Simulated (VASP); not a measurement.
Input of a VASP 6.6.1 run:

File INCAR:

```
SYSTEM = SnO2
PREC     = Accurate       ! precision mode
ENCUT    = 600            ! plane-wave cutoff, eV
EDIFF    = 1E-6           ! SCF threshold, eV
ISMEAR   = -1             ! smearing method
SIGMA    = 0.05           ! smearing width, eV
LREAL    = .False.        ! projectors in reciprocal space
LASPH    = .True.         ! aspherical terms in the spheres
NELM     = 100            ! most SCF steps
ALGO     = Fast           ! electronic algorithm
ISIF     = 3              ! what is computed and relaxed
LWAVE    = .False.        ! write WAVECAR
LCHARG   = .False.        ! write CHGCAR
GGA      = PE             ! functional
IBRION   = 2              ! ionic algorithm
NSW      = 40             ! ionic steps
EDIFFG   = -0.01          ! ionic threshold
PSTRESS  = 50
```

The input KPOINTS:

```
Automatic mesh
0
Gamma
  10 10 10
  0 0 0
```

POSCAR

```
SnO2
1.0
    1.6170930752      0.9336291223      4.8005925840
   -1.6170930752      0.9336291223      4.8005925840
    0.0000000000     -1.8672582446      4.8005925840
Sn O
1 2
Direct
    0.5000000000      0.5000000000      0.5000000000
    0.7628300000      0.7628300000      0.7628300000
    0.2371700000      0.2371700000      0.2371700000
```

Potentials or basis: VASP PAW PBE potentials, release 64 (Sn_d, O).

The run is started by

```bash
$ cat potpaw_PBE.64/Sn_d/POTCAR potpaw_PBE.64/O/POTCAR > POTCAR
$ mpirun -np 1 vasp_std > vasp.out
```

**Question.** Predict the band gap on the k mesh.

**Answer.** 1.34 eV, direct.

**Question.** Predict the space group after relaxing (to 0.05 Å).

**Answer.** R-3m (No. 166).

**Question.** Predict the relaxed cell.

**Answer.** a = 4.497 Å, b = 4.497 Å, c = 4.497 Å, α = 42.29°, β = 42.29°, γ = 42.29°.

**Question.** Estimate the relaxed volume.

**Answer.** 12.42 Å³/atom.

Forces on the atoms (eV/Å):
```
Sn   0.000  0.000  0.000
O    0.000  0.000  0.004
O    0.000  0.000 -0.004
```

Caveat: the cell is relaxed towards a set pressure, so the enthalpy falls and the energy may rise; spin-orbit coupling is left out, which moves the levels of the heavy elements. A k mesh can miss the band edges.
